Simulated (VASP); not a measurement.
Runs of VASP 6.6.1 on TaN. It takes space group P-6m2 (No. 187, hexagonal). Conventional cell: a = 2.936 Å, b = 2.936 Å, c = 2.885 Å, α = 90.00°, β = 90.00°, γ = 120.00°. Ta (site symmetry -6m2) has 6 N at 2.23 Å as nearest neighbours. N (site symmetry -6m2) is surrounded by 6 Ta at 2.23 Å. 

```csv
task,level,cell,cutoff (eV),gap on the mesh (eV),pressure (GPa),relaxed volume (Å³/atom)
single point,r2SCAN,"P-6m2, 10.77 Å³/atom",520,none,(b),-
relaxation of cell and atoms,PBEsol,relaxed,600,none,0.0,10.65
relaxation of cell and atoms,PBE,relaxed,600,none,0.0,(a)
single point,PBEsol,"P-6m2, 10.63 Å³/atom",520,none,0.8,-
single point,PBE,"P-6m2, 10.92 Å³/atom",520,none,0.7,-
```

Alike in all rows: potentials or basis VASP PAW PBE potentials, release 64 (Ta_pv, N); no spin polarisation; k mesh 12 × 12 × 8; smearing fermi-dirac 0.02 eV.

Question: Fill in the values left out.

Answer: (a) 10.94; (b) 1.6.

Caveats: the PAW data sets were made with another functional, which shifts forces and pressure a little (some runs).

A k mesh can miss the band edges, and the runs leave out spin-orbit coupling on Ta.

A gap of «none» marks a metal or a gap under the smearing width.
